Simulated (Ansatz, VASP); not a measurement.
Hf in VASP and in Ansatz

Contents of INCAR:

```
SYSTEM = Hf
ALGO = Normal
EDIFF = 1E-6
ENCUT = 520
GGA = PE
ISIF = 2
ISMEAR = -1
LASPH = .TRUE.
LCHARG = .FALSE.
LREAL = .FALSE.
LWAVE = .FALSE.
NBANDS = 11
NELM = 60
PREC = Accurate
SIGMA = 0.08
```

Contents of KPOINTS:

```
k-points
0
G
  16 16 16
  0 0 0
```

The input POSCAR:

```
Hf
1.0
    0.0000000000      2.0909652634      2.0909652634
    2.0909652634      0.0000000000      2.0909652634
    2.0909652634      2.0909652634      0.0000000000
Hf
1
Direct
    0.0000000000      0.0000000000      0.0000000000
```

Input for Ansatz:

```yaml
crystal:
  lattice:
    - [0.0, 2.0909652634, 2.0909652634]
    - [2.0909652634, 0.0, 2.0909652634]
    - [2.0909652634, 2.0909652634, 0.0]
  atoms:
    - { symbol: Hf, position: [0.0, 0.0, 0.0] }
kpoints:
  mp_grid: { grid: [16, 16, 16] }
scf:
  occupations: { method: fermi_dirac, width: 0.08 }
hamiltonian:
  xc: pbe
  pseudopotentials: { kind: paw }
output:
  forces: true
  stress: true
  eigenvalues: true
```

Change from the starting cell: volume scaled by 0.81, to set the pressure.

Alike in both runs: task single point; functional PBE; k mesh 16 × 16 × 16; occupations fermi-dirac, width 0.08 eV; no spin polarisation.

```csv
,VASP,Ansatz
version,VASP 6.6.1,Ansatz 0.2.0
potentials or method,"VASP PAW PBE potentials, release 64 (Hf_pv)","PAW with Ansatz's default frozen-core files, scalar-relativistic"
plane-wave cutoff (eV),520,420
valence electrons in the cell,10,26
```

VASP gave:

| Item | Value |
| --- | --- |
| pressure (GPa) | 29.8 |

**Question.** Estimate Ansatz's values.

**Answer.** Pressure (GPa): 30.3.

The two sets of potentials don't hold the same shells in valence.

Caveats: so large a pressure means that the cell lies far from this level's equilibrium, or that cutoff or potentials fall short (VASP). Spin-orbit coupling is left out, which matters for the levels of Hf.
